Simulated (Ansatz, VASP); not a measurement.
Hf in VASP and in Ansatz

```
CELL_PARAMETERS angstrom
3.24323 0.00000 0.00000
-1.62161 2.80872 0.00000
0.00000 0.00000 10.46004
ATOMIC_POSITIONS crystal
Hf 0.00000 0.00000 0.00000
Hf 0.00000 0.00000 0.50000
Hf 0.33333 0.66667 0.75000
Hf 0.66667 0.33333 0.25000
```

Alike in both runs: task relaxation of cell and atoms; functional PBE; k mesh 6 × 6 × 2; occupations gaussian, width 0.1 eV; no spin polarisation.

|  | VASP | Ansatz |
| --- | --- | --- |
| version | VASP 6.6.1 | Ansatz 0.2.0 |
| potentials or method | VASP PAW PBE potentials, release 64 (Hf_pv) | scalar-relativistic, plane waves, PAW |
| plane-wave cutoff (eV) | 600 | 420 |
| valence electrons in the cell | 40 | 104 |

|  | VASP | Ansatz | Ansatz less VASP |
| --- | --- | --- | --- |
| gap on the k mesh at the Fermi level, each at its own relaxed structure (eV) | none | none | - |
| relaxed volume (Å³/atom) | 22.51 | 22.59 | +0.082 |
| relaxed cell length with the largest relative difference (Å) | 3.184 | 3.188 | +0.0041 |
| energy change over the relaxation (meV/atom) | -24 | -21 | +3.4 |

A gap of «none» marks a metal or a gap that the smearing closes. The two sets of potentials don't hold the same shells in valence.

Caveats: the k mesh is coarse (spacing up to 0.37 Å⁻¹), so the values aren't converged. The runs have no spin-orbit coupling, so splittings on Hf are missing.
